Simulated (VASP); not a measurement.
# Os (P6_3/mmc) in VASP: a series of runs

One crystal, Os, is run at these levels: PBE; tasks: single point.

All numbers are computed with VASP 6.6.1; they aren't measurements. Logs are shortened: lines on timing, memory, paths and dates and some standing lists are left out, and cuts for length are marked.

## Step 1: The structure

It takes space group P6_3/mmc (No. 194, hexagonal). Conventional cell: a = 2.734 Å, b = 2.734 Å, c = 4.320 Å, α = 90.00°, β = 90.00°, γ = 120.00°. Os (site symmetry -6m2) has 12 Os at 2.68 to 2.73 Å as nearest neighbours.

## Step 2: Single point, PBE

INCAR reads:

```
SYSTEM = Os
PREC     = Accurate       ! precision mode
ENCUT    = 520            ! plane-wave cutoff, eV
EDIFF    = 1E-6           ! SCF threshold, eV
ISMEAR   = 0              ! smearing method
SIGMA    = 0.022          ! smearing width, eV
LREAL    = .FALSE.        ! projectors in reciprocal space
LASPH    = .TRUE.         ! aspherical terms in the spheres
NELM     = 80             ! most SCF steps
ALGO     = Normal         ! electronic algorithm
ISIF     = 2              ! what is computed and relaxed
LWAVE    = .FALSE.        ! write WAVECAR
LCHARG   = .FALSE.        ! write CHGCAR
GGA      = PE             ! functional
NBANDS   = 15             ! bands
```

KPOINTS reads:

```
regular mesh
0
G
  11 11 6
  0 0 0
```

POSCAR reads:

```
Os
1.0
    2.7341000000      0.0000000000      0.0000000000
   -1.3670500000      2.3678000565      0.0000000000
    0.0000000000      0.0000000000      4.3197000000
Os
2
Direct
    0.6666666667      0.3333333333      0.7500000000
    0.3333333333      0.6666666667      0.2500000000
```

Potentials or basis: VASP PAW PBE potentials, release 64 (Os).

Launch:

```bash
$ cat potpaw_PBE.64/Os/POTCAR > POTCAR
$ mpirun -np 1 vasp_std > vasp.out
```

OUTCAR:

```text
SYSTEM = Os
   PREC = Accurate
   ENCUT = 520
   EDIFF = 1E-6
   ISMEAR = 0
   LREAL = .FALSE.
   LASPH = .TRUE.
   NELM = 80
   ISIF = 2
   GGA = PE

 ion  position               nearest neighbor table
   1  0.667  0.333  0.750-   2 2.68   2 2.68   2 2.68   2 2.68   2 2.68   2 2.68
   2  0.333  0.667  0.250-   1 2.68   1 2.68   1 2.68   1 2.68   1 2.68   1 2.68

  LATTYP: Found a hexagonal cell.
 ALAT       =     2.7341000000
 C/A-ratio  =     1.5799348963

  Lattice vectors:

 A1 = (   2.7341000000,   0.0000000000,   0.0000000000)
 A2 = (  -1.3670500000,   2.3678000565,   0.0000000000)
 A3 = (   0.0000000000,   0.0000000000,   4.3197000000)

Analysis of symmetry for initial positions (statically):
=====================================================================
 Subroutine PRICEL returns:
 Original cell was already a primitive cell.

 Routine SETGRP: Setting up the symmetry group for a
 hexagonal supercell.

 Subroutine GETGRP returns: Found 24 space group operations
 (whereof 12 operations were pure point group operations)
 out of a pool of 24 trial point group operations.

The static configuration has the point symmetry D_3d.
 The point group associated with its full space group is D_6h.

Analysis of symmetry for dynamics (positions and initial velocities):
=====================================================================
 Subroutine PRICEL returns:
 Original cell was already a primitive cell.

 Routine SETGRP: Setting up the symmetry group for a
 hexagonal supercell.

 Subroutine GETGRP returns: Found 24 space group operations
 (whereof 12 operations were pure point group operations)
 out of a pool of 24 trial point group operations.

The dynamic configuration has the point symmetry D_3d.
 The point group associated with its full space group is D_6h.

 Subroutine INISYM returns: Found 24 space group operations
 (whereof 12 operations are pure point group operations),
 and found     1 'primitive' translations

----------------------------------------------------------------------------------------

                                     Primitive cell

  volume of cell :      27.9649

  direct lattice vectors                    reciprocal lattice vectors
     2.734100000  0.000000000  0.000000000     0.365751070  0.211166479  0.000000000
    -1.367050000  2.367800057  0.000000000     0.000000000  0.422332957  0.000000000
     0.000000000  0.000000000  4.319700000     0.000000000  0.000000000  0.231497558

  length of vectors
     2.734100000  2.734100000  4.319700000     0.422332957  0.422332957  0.231497558

  position of ions in fractional coordinates (direct lattice)
     0.666666667  0.333333333  0.750000000
     0.333333333  0.666666667  0.250000000

  ion indices of the primitive-cell ions
   primitive index   ion index
                 1           1
                 2           2

----------------------------------------------------------------------------------------

 KPOINTS: regular mesh

Automatic generation of k-mesh.
 Grid dimensions read from file:
 generate k-points for:   11   11    6

 Generating k-lattice:

  Cartesian coordinates                     Fractional coordinates (reciprocal lattice)
     0.033250097  0.019196953  0.000000000     0.090909091 -0.000000000  0.000000000
     0.000000000  0.038393905  0.000000000     0.000000000  0.090909091  0.000000000
     0.000000000  0.000000000  0.038582926     0.000000000  0.000000000  0.166666667

  Length of vectors
     0.038393905  0.038393905  0.038582926

  Shift w.r.t. Gamma in fractional coordinates (k-lattice)
     0.000000000  0.000000000  0.000000000

 Subroutine IBZKPT returns following result:
 ===========================================

 Found     64 irreducible k-points:

 Following reciprocal coordinates:
            Coordinates               Weight
  0.000000  0.000000  0.000000      1.000000
  0.090909  0.000000  0.000000      6.000000
  0.181818  0.000000  0.000000      6.000000
  0.272727 -0.000000  0.000000      6.000000
  0.363636 -0.000000  0.000000      6.000000
  0.454545  0.000000  0.000000      6.000000
[... 16 lines left out ...]
  0.090909  0.090909  0.166667     12.000000
  0.181818  0.090909  0.166667     24.000000
 [... further k-points ...]
   k-points           NKPTS =     64   k-points in BZ     NKDIM =     64   number of bands    NBANDS=     15
   number of dos      NEDOS =    301   number of ions     NIONS =      2
   total plane-waves  NPLWV =  12800
   dimension x,y,z NGX =    20 NGY =   20 NGZ =   32
   dimension x,y,z NGXF=    40 NGYF=   40 NGZF=   64
   ions per type =               2
   NGX,Y,Z   is equivalent  to a cutoff of  12.16, 12.16, 12.32 a.u.
   NGXF,Y,Z  is equivalent  to a cutoff of  24.32, 24.32, 24.63 a.u.
 SYSTEM =  Os
   PREC   = accura    normal or accurate (medium, high low for compatibility)
   ISTART =      0    job   : 0-new  1-cont  2-samecut
   ICHARG =      2    charge: 1-file 2-atom 10-const
   ISPIN  =      1    spin polarized calculation?
   LNONCOLLINEAR =      F non collinear calculations
   LSORBIT =      F    spin-orbit coupling
   LASPH  =      T    aspherical Exc in radial PAW
   ENCUT  =  520.0 eV  38.22 Ry    6.18 a.u.   5.08  5.08  8.03*2*pi/ulx,y,z
   NELM   =     80;   NELMIN=  2; NELMDL= -5     # of ELM steps
   EDIFF  = 0.1E-05   stopping-criterion for ELM
   LREAL  =      F    real-space projection
   EDIFFG = 0.1E-04   stopping-criterion for IOM
   NSW    =      0    number of steps for IOM
   IBRION =     -1    ionic relax: 0-MD 1-quasi-New 2-CG
   NFREE  =      0    steps in history (QN), initial steepest desc. (CG)
   ISIF   =      2    stress and relaxation
   ISYM   =      2    0-nonsym 1-usesym 2-fastsym
   POTIM  = 0.5000    time-step for ionic-motion
   TEBEG  =    0.0;   TEEND  =   0.0 temperature during run
   PSTRESS=    0.0 pullay stress
   NELECT =      16.0000    total number of electrons
   NUPDOWN=      -1.0000    fix difference up-down
   EMIN   =  10.00;   EMAX   =-10.00  energy-range for DOS
   EFERMI =   0.00;   METHOD = LEGACY
   ISMEAR =     0;   SIGMA  =   0.02  broadening in eV -4-tet -1-fermi 0-gaus
   EFERMI_NEDOS =   21; number of points for ismear=-14 and -15
   IALGO  =     38    algorithm
   IMIX   =      4    mixing-type and parameters
     AMIX     =   0.40;   BMIX     =  1.00
     AMIX_MAG =   1.60;   BMIX_MAG =  1.00
  volume/ion in A,a.u.               =      13.98        94.36
  Fermi-wavevector in a.u.,A,eV,Ry     =   1.359076  2.568282 25.131161  1.847088
  Thomas-Fermi vector in A             =   2.485855
   LORBIT       =      0    0 simple, 1 ext, 2 COOP (PROOUT), +10 PAW based schemes
   GGA     = PE    functional components
   LHFCALC =     F    Hartree Fock is set to
   AEXX    =    0.0000 exact exchange contribution
   IVDW    =     0    specifies the selected vdW correction
   LEPSILON=     F    determine dielectric tensor
   LRPA    =     F    only Hartree local field effects (RPA)
 non-spin polarized calculation
 Gauss-broadening in eV      SIGMA  =   0.02
  energy-cutoff  :      520.00
  volume of cell :       27.96
 maximum number of plane-waves:       768
   NGX = 11   NGY = 11   NGZ = 17

 number of electron      15.9999998 magnetization

 Free energy of the ion-electron system (eV)
  ---------------------------------------------------
  ext. energy  EPLUGINS =         0.00000000
  ---------------------------------------------------
  free energy    TOTEN  =       -22.46803046 eV

  energy without entropy =      -22.46763241  energy(sigma->0) =      -22.46783143

 E-fermi :   9.4119     XC(G=0): -14.0601

 val. band max:        9.4069877145   @ k =   0.0909   0.0000   0.3333
 cond. band min:       9.4908385002   @ k =   0.3636   0.0909   0.3333
 fundamental gap:      0.0838507856
 Fermi energy:         9.4118907354

 k-point     1 :       0.0000    0.0000    0.0000
  band No.  band energies     occupation
      1      -1.4737      2.00000
      2       1.6789      2.00000
      3       6.4220      2.00000
      4       6.4220      2.00000
      5       6.6709      2.00000
      6       7.2648      2.00000
      7       7.2648      2.00000
      8       7.9108      2.00000
      9       7.9108      2.00000
     10       9.4970      0.00000
     11      11.1642      0.00000
     12      11.1642      0.00000
     13      18.5534      0.00000
     14      23.5114      0.00000
     15      26.2261      0.00000

 k-point     2 :       0.0909    0.0000    0.0000
  band No.  band energies     occupation
      1      -1.1414      2.00000
      2       1.9710      2.00000
      3       5.8674      2.00000
      4       6.7163      2.00000
      5       7.0320      2.00000
      6       7.1880      2.00000
      7       7.4346      2.00000
      8       7.5394      2.00000
      9       7.6807      2.00000
     10       8.4353      2.00000
     11      11.3222      0.00000
     12      12.7926      0.00000
     13      18.5221      0.00000
     14      24.1864      0.00000
     15      26.6476      0.00000

 k-point     3 :       0.1818    0.0000    0.0000
  band No.  band energies     occupation
      1      -0.2230      2.00000
      2       2.6546      2.00000
      3       5.2213      2.00000
      4       5.9627      2.00000
      5       6.6148      2.00000
      6       7.1621      2.00000
      7       7.5676      2.00000
      8       7.8366      2.00000
      9       7.9277      2.00000
     10       8.3267      2.00000
     11      11.6432      0.00000
     12      15.1812      0.00000
     13      18.3394      0.00000
     14      25.2474      0.00000
     15      26.8626      0.00000
[... 343 lines left out ...]
 k-point    23 :       0.0909    0.0909    0.1667
  band No.  band energies     occupation
      1      -0.2032      2.00000
      2       2.5682      2.00000
      3       5.3656      2.00000
      4       5.7467      2.00000
      5       6.5254      2.00000
      6       6.8817      2.00000
      7       7.3492      2.00000
      8       7.7011      2.00000
      9       8.4092      2.00000
     10       8.4774      2.00000
     11      11.4435      0.00000
     12      13.4914      0.00000
     13      20.0341      0.00000
     14      24.7556      0.00000
     15      26.8639      0.00000

 k-point    24 :       0.1818    0.0909    0.1667
  band No.  band energies     occupation
      1       0.8326      2.00000
      2       3.2865      2.00000
      3       4.6949      2.00000
      4       4.9186      2.00000
      5       6.1722      2.00000
      6       6.7904      2.00000
      7       7.3674      2.00000
      8       8.3204      2.00000
      9       8.9318      2.00000
     10       9.3105      2.00000
     11      11.6035      0.00000
     12      15.0213      0.00000
     13      20.0220      0.00000
     14      24.6021      0.00000
     15      25.6917      0.00000

 [... further k-points ...]

------------------------ aborting loop because EDIFF is reached ----------------------------------------

  FORCE on cell =-STRESS in cart. coord.  units (eV):
  Direction    XX          YY          ZZ          XY          YZ          ZX
  --------------------------------------------------------------------------------------
  -------------------------------------------------------------------------------------
  Total        1.5184922      1.5184922      1.5686010      0.0000000      0.0000000      0.0000000
  in kB       86.9981758     86.9981758     89.8690341      0.0000000      0.0000000      0.0000000
  external PRESSURE =      87.9551286 kB  Pullay stress =       0.0000000 kB

 VOLUME and BASIS-vectors are now :
 -----------------------------------------------------------------------------
  energy-cutoff  :      520.00
  volume of cell :       27.96
      direct lattice vectors                 reciprocal lattice vectors
     2.734100000  0.000000000  0.000000000     0.365751070  0.211166479  0.000000000
    -1.367050000  2.367800057  0.000000000     0.000000000  0.422332957  0.000000000
     0.000000000  0.000000000  4.319700000     0.000000000  0.000000000  0.231497558

 POSITION                                       TOTAL-FORCE (eV/Angst)
 -----------------------------------------------------------------------------------
      1.36705      0.78927      3.23977        -0.000000     -0.000000      0.000000
     -0.00000      1.57853      1.07993         0.000000      0.000000      0.000000
 -----------------------------------------------------------------------------------
    total drift:                               -0.000000      0.000000     -0.000000

  FREE ENERGIE OF THE ION-ELECTRON SYSTEM (eV)
  ---------------------------------------------------
  free  energy   TOTEN  =       -22.4680304553 eV

  energy  without entropy=      -22.4676324131  energy(sigma->0) =      -22.46783143
```

Run time: 8.5 s. Hardware: 1 thread of AMD EPYC 9R45 (Zen 5), shared host; peak memory 0.12 GiB.

Results:

```yaml
Free_energy: -22.4680 eV
Pressure: 8.8 GPa
Band_gap_on_the_k_mesh: none (metal or under the smearing width)
```

Levels at points of the mesh, in eV from the Fermi level:
```csv
k point,band 6,band 7,band 8,band 9,band 10,band 11
"(0.00, 0.00, 0.00)",-2.15,-2.15,-1.50,-1.50,0.09,1.75
"(0.00, 0.00, 0.50)",-3.19,-3.19,-3.19,0.96,0.96,0.96
```

Spin-orbit coupling is left out, which matters for the levels of Os.

## Step 3: Single point, PBE

INCAR reads:

```
PREC     = Accurate       # precision mode
ENCUT    = 520            # plane-wave cutoff, eV
EDIFF    = 1E-6           # SCF threshold, eV
ISMEAR   = 0              # smearing method
SIGMA    = 0.024          # smearing width, eV
LREAL    = F              # projectors in reciprocal space
LASPH    = T              # aspherical terms in the spheres
NELM     = 80             # most SCF steps
ALGO     = Fast           # electronic algorithm
ISIF     = 2              # what is computed and relaxed
LWAVE    = F              # write WAVECAR
LCHARG   = F              # write CHGCAR
GGA      = PE             # functional
NBANDS   = 15             # bands
```

KPOINTS reads:

```
regular mesh
0
Gamma
  11 11 6
```

POSCAR is that of step 2.

Potentials or basis: VASP PAW PBE potentials, release 64 (Os).

Launch:

```bash
$ cat potpaw_PBE.64/Os/POTCAR > POTCAR
$ mpirun -np 1 vasp_std > vasp.out
```

Run time: 25 s. Hardware: 1 thread of Intel Xeon Platinum 8488C (Sapphire Rapids), shared host; peak memory 0.15 GiB.

The run converged. Its results:

```
Free energy            : -22.4681 eV
Pressure               : 8.7 GPa
Band gap on the k mesh : none (metal or under the smearing width)
```

Stress tensor (GPa, compression positive):
```
8.65 0.00 0.00
0.00 8.65 0.00
0.00 0.00 8.94
```

Levels at points of the mesh, in eV from the Fermi level:
| k point | band 6 | band 7 | band 8 | band 9 | band 10 | band 11 |
| --- | --- | --- | --- | --- | --- | --- |
| (0.00, 0.00, 0.00) | -2.15 | -2.15 | -1.50 | -1.50 | 0.08 | 1.75 |
| (0.00, 0.00, 0.50) | -3.19 | -3.19 | -3.19 | 0.96 | 0.96 | 0.96 |

(Part 1 of 2 ends here.)
